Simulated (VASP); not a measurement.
# Hf: equation of state with r2SCAN

The system is Hf.

```xyz
2
Lattice="3.1868 0.0000 0.0000 -1.5934 2.7599 0.0000 0.0000 0.0000 5.0413" Properties=species:S:1:pos:R:3 pbc="T T T"
Hf    1.5934    0.9200    3.7810
Hf    0.0000    1.8399    1.2603
```

```json
{
 "Program": "VASP 6.6.1",
 "Task": "equation of state",
 "Functional": "r2SCAN",
 "Potentials or basis": "VASP PAW PBE potentials, release 64 (Hf_pv)",
 "Cutoff": "520 eV",
 "k mesh": "8 × 8 × 4",
 "Occupations": "fermi-dirac, width 0.05 eV",
 "Spin": "no spin polarisation",
 "Ladder": "gaps",
 "Further INCAR settings": "ALGO = Normal; EDIFF = 1e-07"
}
```

```
Equilibrium volume                        : 22.18 Å³/atom
Bulk modulus at fixed shape and positions : 115 GPa
Pressure derivative of the bulk modulus   : 3.3 (rough: it moves with the points fitted)
```

Energy against volume, from the lowest point:
```tsv
volume (Å³/atom)	energy (meV/atom)
21.283	13.67
21.727	3.36
22.170	0.00
22.614	3.03
23.057	11.92
```

All runs of the series together: 9 min on 1 thread of Intel(R) Xeon(R) Platinum 8259CL CPU @ 2.50GHz (Skylake/Cascade Lake) (shared host).

Caveat: the cell was scaled at fixed shape and fractional positions, which overstates the stiffness of a crystal with free parameters, most of all of layers and chains; the PAW data sets were made with another functional, which shifts forces and pressure a little. The run has no spin-orbit coupling, so splittings on Hf are missing.
